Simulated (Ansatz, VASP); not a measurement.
**SiC (Moissanite 3C) in two plane-wave programs**

Aim: how closely do two programs agree when they are given the same cell, functional and k mesh?

Calculated with Ansatz 0.2.0; plane waves, with VASP 6.6.1 beside it; band structure at PBE and single point at PBE.

## 1. The structure

Symmetry: F-43m, No. 216, cubic system. Conventional cell: a = 4.358 Å, b = 4.358 Å, c = 4.358 Å, α = 90.00°, β = 90.00°, γ = 90.00°. Nearest to Si lie 4 C at 1.89 Å. Nearest to C lie 4 Si at 1.89 Å. Farther neighbours are not listed.

Coordinates:

```xyz
2
Lattice="0.0000 2.1790 2.1790 2.1790 0.0000 2.1790 2.1790 2.1790 0.0000" Properties=species:S:1:pos:R:3 pbc="T T T"
Si    0.0000    0.0000    0.0000
C     3.2685    3.2685    3.2685
```

## 2. VASP: band structure, PBE

The same path points are solved in both programs, so levels can be compared one by one.

Lines of VASP's logs that name or quote its potential files are left out, and so is its time.

Contents of INCAR:

```
SYSTEM = SiC
PREC = Accurate
ENCUT = 440
EDIFF = 1E-08
NELM = 100
ISMEAR = 0
SIGMA = 0.01
LREAL = .FALSE.
ALGO = Normal
GGA = PE
NBANDS = 10
LORBIT = 11
LWAVE = .TRUE.
LCHARG = .FALSE.
KPAR = 8
```

Contents of POSCAR:

```
SiC
1.0
    0.0000000000      2.1790000000      2.1790000000
    2.1790000000      0.0000000000      2.1790000000
    2.1790000000      2.1790000000      0.0000000000
Si C
1 1
Direct
    0.0000000000      0.0000000000      0.0000000000
    0.7500000000      0.7500000000      0.7500000000
```

Contents of KPOINTS:

```
Automatic mesh
0
Gamma
6 6 6
0 0 0
```

Contents of KPOINTS_OPT:

```
Line mode
12
Line-mode
Reciprocal
  0.00000000   0.00000000   0.00000000 GAMMA
  0.50000000   0.00000000   0.50000000 X

  0.50000000   0.00000000   0.50000000 X
  0.50000000   0.25000000   0.75000000 W

  0.50000000   0.25000000   0.75000000 W
  0.37500000   0.37500000   0.75000000 K

  0.37500000   0.37500000   0.75000000 K
  0.00000000   0.00000000   0.00000000 GAMMA

  0.00000000   0.00000000   0.00000000 GAMMA
  0.50000000   0.50000000   0.50000000 L

  0.50000000   0.50000000   0.50000000 L
  0.62500000   0.25000000   0.62500000 U

  0.62500000   0.25000000   0.62500000 U
  0.50000000   0.25000000   0.75000000 W

  0.50000000   0.25000000   0.75000000 W
  0.50000000   0.50000000   0.50000000 L

  0.50000000   0.50000000   0.50000000 L
  0.37500000   0.37500000   0.75000000 K

  0.62500000   0.25000000   0.62500000 U
  0.50000000   0.00000000   0.50000000 X
```

The projector-augmented-wave data sets are Si_GW and C_GW (PBE family, release 64).

Command:

```sh
> mpirun -np 8 vasp_std
```

Numbers of over 12 decimals in the logs are rounded to 6 here.

The log of the run:

```text
[banner, memory and clock lines left out]
running    8 mpi-ranks, on    1 nodes
 distrk:  each k-point on    1 cores,    8 groups
 distr:  one band on    1 cores,    1 groups

 POSCAR found type information on POSCAR SiC
 POSCAR found :  2 types and       2 ions
|                                                                             |
|           W    W    AA    RRRRR   N    N  II  N    N   GGGG   !!!           |
|           W    W   A  A   R    R  NN   N  II  NN   N  G    G  !!!           |
|           W    W  A    A  R    R  N N  N  II  N N  N  G       !!!           |
|           W WW W  AAAAAA  RRRRR   N  N N  II  N  N N  G  GGG   !            |
|           WW  WW  A    A  R   R   N   NN  II  N   NN  G    G                |
|           W    W  A    A  R    R  N    N  II  N    N   GGGG   !!!           |
|                                                                             |
|     For optimal performance we recommend to set                             |
|       NCORE = 2 up to number-of-cores-per-socket                            |
|     NCORE specifies how many cores store one orbital (NPAR=cpu/NCORE).      |
|     This setting can greatly improve the performance of VASP for DFT.       |
|     The default, NCORE=1 might be grossly inefficient on modern             |
|     multi-core architectures or massively parallel machines. Do your        |
|     Unfortunately you need to use the default for GW and RPA                |
|     calculations (for HF NCORE is supported but not extensively tested      |
|     yet).                                                                   |
|                                                                             |

 LDA part: xc-table for (Slater+PW92), standard interpolation
 POSCAR, INCAR and KPOINTS ok, starting setup
 FFT: planning ... GRIDC
 FFT: planning ... GRID_SOFT
 FFT: planning ... GRID
 WAVECAR not read
 entering main loop
       N       E                     dE             d eps       ncg     rms          rms(c)
DAV:   1     0.501778814076E+01    0.50178E+01   -0.44521E+03   350   0.755E+02
DAV:   2    -0.163499516294E+02   -0.21368E+02   -0.20438E+02   460   0.132E+02
DAV:   3    -0.169087141204E+02   -0.55876E+00   -0.55702E+00   428   0.178E+01
DAV:   4    -0.169139574350E+02   -0.52433E-02   -0.52412E-02   434   0.201E+00
DAV:   5    -0.169140404721E+02   -0.83037E-04   -0.83025E-04   432   0.244E-01    0.701E+00
DAV:   6    -0.151047593756E+02    0.18093E+01   -0.68007E+00   442   0.163E+01    0.212E+00
DAV:   7    -0.150428697286E+02    0.61890E-01   -0.31028E-01   424   0.351E+00    0.115E+00
DAV:   8    -0.150332292503E+02    0.96405E-02   -0.23463E-02   402   0.152E+00    0.947E-02
DAV:   9    -0.150331473093E+02    0.81941E-04   -0.11783E-03   450   0.239E-01    0.427E-02
DAV:  10    -0.150332408717E+02   -0.93562E-04   -0.18075E-04   414   0.950E-02    0.140E-02
DAV:  11    -0.150332407698E+02    0.10184E-06   -0.34398E-05   408   0.433E-02    0.308E-03
DAV:  12    -0.150332412284E+02   -0.45854E-06   -0.12144E-06   364   0.107E-02    0.617E-04
DAV:  13    -0.150332412520E+02   -0.23649E-07   -0.38105E-08   424   0.178E-03    0.225E-04
DAV:  14    -0.150332412470E+02    0.50047E-08   -0.51438E-09   216   0.573E-04
   1 F= -.15033241E+02 E0= -.15033241E+02  d E =-.629397E-85
 Start KPOINTS_OPT (optional k-point list driver)
k-point batch [1-16\120]
       N       E                     dE             ncg
DAV:   1     0.647797500447E+03   -0.27493E+04      354
DAV:   2     0.310988750867E+03   -0.33681E+03      524
DAV:   3     0.305568415895E+03   -0.54203E+01      420
DAV:   4     0.305482535595E+03   -0.85880E-01      450
DAV:   5     0.305480425344E+03   -0.21103E-02      408
DAV:   6     0.305480304676E+03   -0.12067E-03      514
DAV:   7     0.305480303876E+03   -0.79929E-06      400
DAV:   8     0.305480303865E+03   -0.11224E-07      466
DAV:   9     0.305480303866E+03    0.49499E-09      312
[...]
k-point batch [113-120\120]
       N       E                     dE             ncg
DAV:   1     0.298311478256E+04   -0.24836E+04      226
DAV:   2     0.288808231572E+04   -0.95032E+02      224
DAV:   3     0.288643838228E+04   -0.16439E+01      240
DAV:   4     0.288642680601E+04   -0.11576E-01      210
DAV:   5     0.288642662818E+04   -0.17784E-03      252
DAV:   6     0.288642662548E+04   -0.26923E-05      224
DAV:   7     0.288642662548E+04   -0.62137E-08      234
 writing wavefunctions
```

Parts of OUTCAR (step 2):

```text
ion  position               nearest neighbor table
   1  0.000  0.000  0.000-   2 1.89   2 1.89   2 1.89   2 1.89
   2  0.750  0.750  0.750-   1 1.89   1 1.89   1 1.89   1 1.89

  LATTYP: Found a face centered cubic cell.
 ALAT       =     4.3580000000

 Subroutine GETGRP returns: Found 24 space group operations
 (whereof 24 operations were pure point group operations)

The static configuration has the point symmetry T_d .

 Found     16 irreducible k-points:

   k-points           NKPTS =     16   k-points in BZ     NKDIM =     16   number of bands    NBANDS=     10

   dimension x,y,z NGX =    24 NGY =   24 NGZ =   24
   dimension x,y,z NGXF=    48 NGYF=   48 NGZF=   48

   ENCUT  =  440.0 eV  32.34 Ry    5.69 a.u.   5.27  5.27  5.27*2*pi/ulx,y,z

   NELECT =       8.0000    total number of electrons

 k-points in reciprocal lattice and weights: Automatic mesh
   0.00000000  0.00000000  0.00000000       0.005
   0.16666667  0.00000000  0.00000000       0.037
   0.33333333  0.00000000  0.00000000       0.037
   0.50000000  0.00000000  0.00000000       0.019
   0.16666667  0.16666667  0.00000000       0.028
   0.33333333  0.16666667  0.00000000       0.111
   0.50000000  0.16666667  0.00000000       0.111
  -0.33333333  0.16666667  0.00000000       0.111
  -0.16666667  0.16666667  0.00000000       0.056
[...]
-0.33333333  0.33333333  0.16666667       0.111
  -0.33333333  0.50000000  0.16666667       0.056

 average (electrostatic) potential at core
       1 -64.1695       2 -45.1206

 E-fermi :   7.9187

 k-point     1 :       0.0000    0.0000    0.0000
  band No.  band energies     occupation
      1      -7.6332      2.00000
      2       7.7821      2.00000
      3       7.7821      2.00000
      4       7.7821      2.00000
      5      14.0031      0.00000
      6      15.0768      0.00000
      7      15.0768      0.00000
      8      15.0768      0.00000
      9      22.2679      0.00000
    ...

 k-point     2 :       0.1667    0.0000    0.0000
  band No.  band energies     occupation
      1      -7.0942      2.00000
      2       5.4040      2.00000
      3       7.4498      2.00000
      4       7.4498      2.00000
      5      14.1122      0.00000
      6      15.5951      0.00000
      7      15.5951      0.00000
      8      16.1248      0.00000
      9      20.7417      0.00000
    ...

 k-point     3 :       0.3333    0.0000    0.0000
  band No.  band energies     occupation
      1      -5.5678      2.00000
      2       1.5981      2.00000
      3       6.9355      2.00000
      4       6.9355      2.00000
      5      13.4538      0.00000
      6      15.4139      0.00000
      7      15.4139      0.00000
      8      17.6934      0.00000
      9      22.0459      0.00000
    ...

  Total        0.2818676      0.2818676      0.2818676      0.0000000     -0.0000000     -0.0000000
  in kB       21.8249890     21.8249890     21.8249890      0.0000000     -0.0000000     -0.0000000
  external PRESSURE =      21.8249890 kB  Pullay stress =       0.0000000 kB

  energy-cutoff  :      440.00
  volume of cell :       20.69
      direct lattice vectors                 reciprocal lattice vectors
     0.000000000  2.179000000  2.179000000    -0.229463056  0.229463056  0.229463056
     2.179000000  0.000000000  2.179000000     0.229463056 -0.229463056  0.229463056
     2.179000000  2.179000000  0.000000000     0.229463056  0.229463056 -0.229463056

 POSITION                                       TOTAL-FORCE (eV/Angst)
 -----------------------------------------------------------------------------------
      0.00000      0.00000      0.00000        -0.000000     -0.000000     -0.000000
      3.26850      3.26850      3.26850         0.000000      0.000000      0.000000
 -----------------------------------------------------------------------------------
    total drift:                                0.000000      0.000000     -0.000000

  FREE ENERGIE OF THE ION-ELECTRON SYSTEM (eV)
  ---------------------------------------------------
  free  energy   TOTEN  =       -15.0332412470 eV

  energy  without entropy=      -15.0332412470  energy(sigma->0) =      -15.03324125

 total charge
# of ion       s       p       d       tot
------------------------------------------
    1        0.688   0.950   0.210   1.848
    2        0.813   1.681   0.000   2.494
--------------------------------------------------
tot          1.501   2.631   0.210   4.342

[... 3 further parts left out ...]
```

The run ends at a pressure of 2.18 GPa.

## 3. Ansatz: band structure, PBE

Ansatz runs on its default PAW (the set named soft_2) files.

The same cell, functional, mesh and smearing now go to Ansatz, which takes its cutoff from its data sets.

Contents of input.yaml:

```yaml
crystal:
  lattice:
    - [0.0, 2.179, 2.179]
    - [2.179, 0.0, 2.179]
    - [2.179, 2.179, 0.0]
  atoms:
    - { symbol: Si, position: [0.0, 0.0, 0.0] }
    - { symbol: C, position: [0.75, 0.75, 0.75] }
hamiltonian:
  xc: pbe
  pseudopotentials: { kind: paw }
kpoints:
  mp_grid: { grid: [6, 6, 6] }
  band_path:
    path:
      - [0.0, 0.0, 0.0]
      - [0.18182, 0.0, 0.18182]
      - [0.36364, 0.0, 0.36364]
      - [0.5, 0.0, 0.5]
      - [0.5, 0.09091, 0.59091]
      - [0.5, 0.18182, 0.68182]
      - [0.5, 0.25, 0.75]
      - [0.45455, 0.29545, 0.75]
      - [0.40909, 0.34091, 0.75]
      - [0.375, 0.375, 0.75]
      - [0.20455, 0.20455, 0.40909]
      - [0.06818, 0.06818, 0.13636]
      - [0.04545, 0.04545, 0.04545]
      - [0.22727, 0.22727, 0.22727]
      - [0.40909, 0.40909, 0.40909]
      - [0.51136, 0.47727, 0.51136]
      - [0.55682, 0.38636, 0.55682]
      - [0.60227, 0.29545, 0.60227]
      - [0.61364, 0.25, 0.63636]
      - [0.56818, 0.25, 0.68182]
      - [0.51136, 0.25, 0.73864]
      - [0.5, 0.29545, 0.70455]
      - [0.5, 0.38636, 0.61364]
      - [0.5, 0.47727, 0.52273]
      - [0.47727, 0.47727, 0.54545]
      - [0.43182, 0.43182, 0.63636]
      - [0.38636, 0.38636, 0.72727]
      - [0.60227, 0.20455, 0.60227]
      - [0.55682, 0.11364, 0.55682]
      - [0.5, 0.0, 0.5]
    npoints: 1
scf:
  occupations: { method: gaussian, width: 0.01 }
  n_extra_bands: 7
output:
  forces: true
  stress: true
  eigenvalues: true
  write_density: true
  write_potential: true
  elf: true
  volumetric_format: npy
```

Command:

```sh
> ansatz run input.yaml --threads 2 --pin off --max-ram 4608MiB --backend cpu --events-out ev --progress --plain --runs-dir out
```

The log of the run:

```text
scf.n_extra_bands = 7 over 4 filled bands (N_el = 8.0): the run solves 11 bands
Engine: ansatz 0.2.0, aarch64-unknown-linux-gnu
Pseudopotentials: kind: paw
Pseudopotential: Si, paw, valence charge 4, recommended cutoff 420 eV (normal), Si.paw.azcp
Pseudopotential: C, paw, valence charge 4, recommended cutoff 420 eV (normal), C.paw.azcp
Functional definition: PBE
  parameter kappa = 0.804
  parameter beta = 0.066725
  exchange = pbe_x(kappa = kappa, mu = beta*pi^2/3)
  correlation = pbe_c(beta = beta)
Crystal: 2 atoms, lattice volume = 20.692 Å³
Basis set: ecut = 420 eV, 411 PW (Γ), exchange–correlation on 48×48×48 points (8 copies of the dense FFT grid, shifted against one another)
Bands: 11, of which v1, the nominal top of the filled ones, is band 4 counted from 1 (3 counted from 0)
Symmetry: 24 space group operations
Space group: F-43m (ITA 216), of the structure as read, at distance tolerance 2.7e-5 Å
k-points: 16 of 216 (time reversal used)
Non-local potential: Si, projectors of the file, l = 0: 2, l = 1: 2, l = 2: 2
Non-local potential: C, projectors of the file, l = 0: 2, l = 1: 2, l = 2: 1
PAW form: soft (Blöchl's): semilocal exchange-correlation on the pseudo side does not see the compensation charge
PAW one-centre angular grid: Si, 110 points (default); XC on 64 Gauss nodes
PAW one-centre angular grid: C, 110 points (default); XC on 64 Gauss nodes
Initial density: superposition of atomic densities (neutral atoms: chi_scale 0, normalization atom), corrected by the library's trained network
Initial wavefunctions: pseudopotential atomic-orbital guess
Functional: x = pbe(κ = 0.804, μ = 0.219515), c = pbe(β = 0.066725)
SCF iter   1: F=—  HF=-887.146364 eV  |F-HF|=—  |Δ(HF+E_count)|=         —  Δρ=1.84e-3  dr2=6.37e-4  ethr=1.77e-3  ⟨swp⟩=6.1  Hψ=1250  notcnv=0
preconditioner: auto → none  [insulator: Δε(μ)=1.336 eV  Ē_g=17.556 eV  σ=0.010 eV  W_gap=1.00  n_scr=0 (ndim 8)  ℏωp=23.1 eV  f_vac=0.000  D(μ)=0.00/eV (n_scr^D=0)  ε∞_Penn≈2.7]
SCF iter   2: F=—  HF=-887.146470 eV  |F-HF|=—  |Δ(HF+E_count)|=   1.06e-4  Δρ=7.33e-4  dr2=6.48e-5  ethr=7.96e-6  ⟨swp⟩=2.2  Hψ=438  notcnv=0  defer=30
SCF iter   3: F=—  HF=-887.146486 eV  |F-HF|=—  |Δ(HF+E_count)|=   1.60e-5  Δρ=3.40e-4  dr2=4.89e-6  ethr=8.10e-7  ⟨swp⟩=2.3  Hψ=203  notcnv=0  defer=30
SCF iter   4: F=—  HF=-887.146512 eV  |F-HF|=—  |Δ(HF+E_count)|=   2.63e-5  Δρ=4.37e-5  dr2=4.08e-7  ethr=6.11e-8  ⟨swp⟩=2.0  Hψ=255  notcnv=0  defer=30
iter 5 did not close the SCF: its close was put off for the readings that it lacked (scf_convergence_deferred on its scf_iter line)
SCF iter   5: F=-887.146512 eV  HF=-887.146512 eV  |F-HF|=1.85e-9  |Δ(HF+E_count)|=   4.91e-9  Δρ=3.37e-6  dr2=9.51e-10  ethr=5.10e-9  ⟨swp⟩=2.8  Hψ=213  notcnv=0  defer=30
SCF iter   6: F=-887.146512 eV  HF=-887.146512 eV  |F-HF|=2.07e-11  |Δ(HF+E_count)|=   2.09e-9  Δρ=2.76e-7  dr2=5.71e-12  ethr=1.19e-11  ⟨swp⟩=7.6  Hψ=889  notcnv=0
SCF 1 converged in 6 iterations: F = -887.146512 eV  dr2 = 5.71e-12
  greatest PAW one-centre occupation: 0.644 electrons in one spin orbital (limit 2), on the C atom at site 1 (counted from 0), in its partial waves of l = 0
NSCF: frozen V_eff on 30 k-points
SCF converged after 6 iterations
Free energy (F): -887.146512 eV
Harris-Foulkes:  -887.146512 eV  (|F-HF|=2.07e-11)
Internal energy: -887.146512 eV  (E = F + TS)
E sigma→0 (E₀):  -887.146512 eV
Fermi energy:    10.163858 eV
--- Per-component energies (eV) ---
  E_band       = 28.746885
  E_kinetic    = 135.791680
  E_local      = -104.483854  (includes V_loc(G=0)·N_el)
  E_nonlocal   = 51.834147
  E_hartree    = 32.102564
  E_xc         = -105.505650
  E_vxc        = -109.373636  (∫ρ·V_xc dr)
  E_paw        = -612.101629  (= ΣΔE_a)
  E_vpaw       = -9.226596  (= ΣTr[D̂ρ^β])
  E_aug_tail   = 0.000011  (compensation charges beyond the density's cutoff)
  E_ewald      = -284.783780
  E_smearing   = -0.000000  (= −TS)
  E_closure    = -0.000000  (closes the sum)
  Σ components = -887.146512   (vs F -887.146512, Δ=0.00e0)
--- Forces (eV/Å), atoms counted from 1 ---
  atom   1  Si    -0.00000000     0.00000000     0.00000000
  atom   2  C      0.00000000    -0.00000000     0.00000000
  max |Σ_I F_I| component: 1.48e-16 eV/Å
--- Stress (GPa, compression-positive) ---
        3.312311      -0.000000      -0.000000
       -0.000000       3.312311       0.000000
       -0.000000       0.000000       3.312311
  P = ⅓ Tr σ = 3.3123 GPa (33.123 kbar)
--- Band table (eV; the first three rows and the last of 16) ---
  k-point 0: bands = [-5.9201, 9.4872, 9.4872, 9.4872, 15.6996, 16.7903, 16.7903, 16.7903, ... 3 higher]
  k-point 1: bands = [-5.3807, 7.1151, 9.1573, 9.1573, 15.8186, 17.3075, 17.3075, 17.8290, ... 3 higher]
  k-point 2: bands = [-3.8537, 3.3097, 8.6428, 8.6428, 15.1636, 17.1254, 17.1254, 19.3926, ... 3 higher]
  k-point 15: bands = [-0.7298, 2.1944, 4.9788, 5.1038, 13.4762, 16.5757, 20.3073, 21.6879, ... 3 higher]
```

The job ended after 0.59 s (2 threads of Arm Neoverse V2, shared host; peak memory 0.37 GiB).

The column dr2 measures how far the density is from self-consistency, as an energy; F and HF (Harris–Foulkes) agree once it is small.

## 4. Side by side

Known differences besides the potentials themselves: the cutoff is 420 eV in Ansatz and 440 eV in VASP; VASP leaves aspherical gradient terms in its spheres out (LASPH is not set), Ansatz keeps them. Total energies have different zeros and are not compared.

Both answers:

```tsv
quantity	Ansatz	VASP	difference
gap over the path points (eV)	1.353	1.346	+0.008
```

Levels at points of the path, from each program's valence-band top (eV; 3 filled, then empty):

```tsv
k (reciprocal lattice)	Ansatz	VASP
0.000 0.000 0.000	0.00 0.00 0.00 6.21 7.30 7.30	0.00 0.00 0.00 6.22 7.29 7.29
0.182 0.000 0.182	-2.06 -1.26 -1.26 5.28 7.25 9.30	-2.07 -1.27 -1.27 5.27 7.25 9.30
0.364 0.000 0.364	-5.70 -2.80 -2.80 2.22 4.91 12.66	-5.71 -2.80 -2.80 2.21 4.90 12.66
0.500 0.000 0.500	-7.80 -3.19 -3.19 1.35 4.32 14.02	-7.80 -3.19 -3.19 1.35 4.31 14.02
0.500 0.091 0.591	-7.63 -3.73 -3.71 2.35 5.27 12.80	-7.64 -3.73 -3.72 2.34 5.26 12.80
0.500 0.182 0.682	-7.22 -4.65 -4.48 4.32 7.52 10.44	-7.22 -4.66 -4.49 4.32 7.51 10.44
0.500 0.250 0.750	-7.03 -4.99 -4.69 5.21 9.43 9.45	-7.03 -5.00 -4.70 5.20 9.43 9.45
0.455 0.295 0.750	-7.11 -5.26 -3.98 4.64 8.31 10.06	-7.12 -5.27 -3.98 4.64 8.31 10.06
0.409 0.341 0.750	-7.24 -5.49 -2.94 3.50 7.85 11.17	-7.25 -5.50 -2.95 3.50 7.84 11.17
0.375 0.375 0.750	-7.28 -5.54 -2.60 3.10 7.76 11.84	-7.28 -5.55 -2.60 3.10 7.76 11.84
```

Among the levels compared at these points, filled levels agree within 7 meV and empty ones within 11 meV. Not compared: the pressure (VASP's GW data sets at this cutoff don't carry it).

(Continued in part 2 of 2.)

[Lines on the potential files, build, host, timing and source positions are cut from VASP's logs without a mark.]

[Logs are printed without paths, hosts, clocks, repeated set-up lines and the standing remarks that a program may print on its own settings, such as how far it seeks lower states.]

[Hosts, paths, dates, database ids (printed as entryN), source tags and the programs' standing remarks are cut or masked in the printed files.]
